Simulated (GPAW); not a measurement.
ZrSe2 in GPAW: convergence with k mesh

Input of the first run (k mesh 2 × 2 × 1); the others differ in this setting and in those tied to it:

The input run.py:

```python
from ase.dft.bandgap import bandgap
from ase.io import read, write
from ase.units import GPa
from gpaw import GPAW, PW

atoms = read('POSCAR')

calc = GPAW(mode=PW(600),
            xc='PBE',
            kpts={'size': (2, 2, 1), 'gamma': True},
            occupations={'name': 'fermi-dirac', 'width': 0.05},
            nbands=24,
            convergence={'density': 1e-05, 'energy': 1e-05},
            maxiter=100,
            txt='gpaw.txt')
atoms.calc = calc
energy = atoms.get_potential_energy()
forces = atoms.get_forces()
stress = atoms.get_stress()
calc.write('gs.gpw')
write('result.traj', atoms)
print(f'Energy: {energy:.6f} eV')
print('Forces (eV/A):')
print(forces.round(4))
print('Stress (GPa):', (stress / GPa).round(3))
print('Fermi level:', round(calc.get_fermi_level(), 4), 'eV')
print(f'Gap: {bandgap(calc)[0]:.4f} eV, direct: {bandgap(calc, direct=True)[0]:.4f} eV')
```

POSCAR

```
ZrSe2
1.0
    3.7980000000      0.0000000000      0.0000000000
   -1.8990000000      3.2891644836      0.0000000000
    0.0000000000      0.0000000000      6.1920000000
Zr Se
1 2
Direct
    0.0000000000      0.0000000000      0.0000000000
    0.6666666667      0.3333333333      0.7500000000
    0.3333333333      0.6666666667      0.2500000000
```

Potentials or basis: GPAW PAW data sets (gpaw-data 1.2.1), pw.

Launch:

```sh
$ OMP_NUM_THREADS=1 python run.py
```

Hardware: 1 thread of Arm Neoverse V2, with other jobs on the host.

```tsv
k mesh	energy less the tightest run, at zero smearing (meV/atom)	pressure (GPa)	largest force (eV/Å)	gap on the mesh (eV)	SCF cycles	CPU time (s)	peak memory (GiB)
2 × 2 × 1	366.19	4.23	0.169	0.299	11	4.2	0.16
3 × 3 × 2	84.72	2.58	0.109	0.535	10	7.7	0.16
4 × 4 × 2	37.04	2.15	0.219	0.334	10	9.5	0.17
4 × 4 × 3	34.28	2.09	0.231	0.419	10	10	0.17
5 × 5 × 3	14.29	1.90	0.238	0.446	10	13	0.17
6 × 6 × 4	5.85	1.78	0.249	0.369	10	24	0.19
7 × 7 × 4	2.58	1.73	0.255	0.429	10	28	0.19
9 × 9 × 5	0.47	1.69	0.261	0.409	10	48	0.23
11 × 11 × 6	0.00	1.68	0.263	0.403	10	79	0.28
```

Against the tightest run, the energy stays within 1 meV/atom from 9 × 9 × 5 on; the pressure stays within 0.1 GPa from 7 × 7 × 4 on; the largest force stays within 0.005 eV/Å from 9 × 9 × 5 on; the gap on the mesh stays within 0.01 eV from 9 × 9 × 5 on. Meshes of other sizes hit other points, so gaps and Fermi surfaces needn't settle smoothly. The tightest run that finished is the yardstick and may itself not be fully converged.

Caveat, for the tightest run too: an odd mesh through Γ misses points on the zone boundary, where band edges often lie; this functional lacks dispersion, which binds the layers, so the pressure and a relaxed spacing across them are unreliable.
